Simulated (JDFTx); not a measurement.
SrCl2:

```xyz
3
Lattice="0.0000 3.4884 3.4884 3.4884 0.0000 3.4884 3.4884 3.4884 0.0000" Properties=species:S:1:pos:R:3 pbc="T T T"
Sr    0.0000    0.0000    0.0000
Cl    5.2325    5.2325    5.2325
Cl    1.7442    1.7442    1.7442
```

| Quantity | Value |
| --- | --- |
| Program | JDFTx 1.7.0 (patched build) |
| Task | single point |
| Functional | PBEsol |
| Potentials or basis | PseudoDojo-SR-PBEsol-0.4.1-standard with smoothed tails |
| Cutoff | 925 eV |
| Density cutoff | 7401 eV |
| k mesh | 7 × 7 × 7 |
| Occupations | fermi-dirac, width 0.05 eV |
| Spin | no spin polarisation |

On this cell: pressure -1.1 GPa; largest force zero by symmetry; band gap on the k mesh 5.18 eV, indirect (least direct gap 5.48 eV).

The same run follows on a disturbed copy (atoms moved at random, drawn with an rms of 0.05 Å):

```xyz
3
Lattice="0.0000 3.4884 3.4884 3.4884 0.0000 3.4884 3.4884 3.4884 0.0000" Properties=species:S:1:pos:R:3 pbc="T T T"
Sr   -0.0033   -0.0364   -0.0347
Cl    5.2490    5.2263    5.2512
Cl    1.7260    1.7611    1.7815
```

Q: What does the disturbed cell give?

A: The energy moves by +3.1 meV/atom; pressure -1.0 GPa; largest force 0.195 eV/Å; band gap on the k mesh 5.17 eV, indirect (least direct gap 5.48 eV).

Forces on the atoms (eV/Å):
```
Sr  -0.005  0.113  0.159
Cl  -0.077 -0.012 -0.043
Cl   0.083 -0.101 -0.116
```

Stress tensor (GPa, compression positive):
```
-0.98 -0.07 -0.09
-0.07 -1.00  0.20
-0.09  0.20 -1.01
```

Caveats: an odd mesh through Γ misses points on the zone boundary, where band edges often lie.
